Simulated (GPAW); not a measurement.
Runs of GPAW 26.7.0 on Zr. Symmetry: P6_3/mmc, No. 194, hexagonal system. Conventional cell: a = 3.232 Å, b = 3.232 Å, c = 5.147 Å, α = 90.00°, β = 90.00°, γ = 120.00°. Zr (site symmetry -6m2) is surrounded by 12 Zr at 3.18 to 3.23 Å. 

```tsv
level	potentials or basis	k mesh	optimizer	fmax	convergence	gap on the mesh (eV)	pressure (GPa)	relaxed volume (Å³/atom)
PBEsol	PAW data sets generated in the run's folder for this functional, pw	8 × 8 × 5	BFGS	0.02 eV/Å	density=1e-05 forces=0.0001	none	-0.1	22.44
PBEsol+D3(BJ)	PAW data sets generated in the run's folder for this functional, pw	8 × 8 × 5	BFGS	0.02 eV/Å	density=1e-05 forces=0.0001	none	-0.1	(a)
PBEsol+D3	PAW data sets generated in the run's folder for this functional, pw	8 × 8 × 5	BFGS	0.02 eV/Å	density=1e-05 forces=0.0001	none	-0.1	21.71
SCAN+D4	GPAW PAW data sets (gpaw-data 1.2.1), pw	7 × 7 × 4	FIRE	0.05 eV/Å	-	none	0.0	(b)
PBEsol+D3(BJ)+ATM	PAW data sets generated in the run's folder for this functional, pw	8 × 8 × 5	BFGS	0.02 eV/Å	density=1e-05 forces=0.0001	none	-0.1	21.60
```

Alike in all rows: task relaxation of cell and atoms; no spin polarisation; cell relaxed; cutoff (eV) 600; smearing fermi-dirac 0.05 eV.

Question: Estimate the missing entries.

Answer: (a) 21.46; (b) 23.21.

Caveats: later steps reuse the first step's grids; pairwise dispersion overbinds metals, which lowers pressure and volume (some runs); the PAW data sets were made with another functional, which shifts forces and pressure a little (some runs).

A k mesh can miss the band edges, and the runs leave out spin-orbit coupling on Zr.

A gap of «none» marks a metal or a gap under the smearing width.

Runs at the PBE level aren't shown here.
